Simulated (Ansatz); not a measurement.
Crystal: GaCuSe2.

```
CELL_PARAMETERS angstrom
-2.80955 2.80955 5.51300
2.80955 -2.80955 5.51300
2.80955 2.80955 -5.51300
ATOMIC_POSITIONS crystal
Se 0.12562 0.62500 0.00062
Se 0.87500 0.87438 0.49938
Se 0.62438 0.12500 0.99938
Se 0.37500 0.37562 0.50062
Ga 0.25000 0.75000 0.50000
Ga 0.50000 0.50000 0.00000
Cu 0.75000 0.25000 0.50000
Cu 0.00000 0.00000 0.00000
```

Base run:

| Item | Value |
| --- | --- |
| Program | Ansatz 0.2.0 |
| Functional | r2SCAN |
| Potentials or basis | Ansatz PAW |
| Cutoff | 500 eV (not typed: the program's choice for these potentials) |
| k mesh | 7 × 7 × 7 |
| Occupations | fermi-dirac, width 0.05 eV |
| Spin | no spin polarisation |

Its results: band gap on the k mesh 0.63 eV, direct; pressure 0.3 GPa; largest force 0.227 eV/Å.

Q: The run is repeated on the same cell with these changes: functional from r2SCAN to PBEsol; cutoff from 500 eV (not typed: the program's choice for these potentials) to 420 eV (not typed: the program's choice for these potentials). What comes out?

A: Band gap on the k mesh 0.16 eV, direct; pressure -0.7 GPa; largest force 0.433 eV/Å.

r2SCAN gives the wider gap, since meta-GGAs in the generalised Kohn-Sham scheme recover part of the derivative discontinuity.

Caveats: the PAW data sets come from PBE, with cores solved anew for the run's functional, which leaves a small shift of forces and pressure.
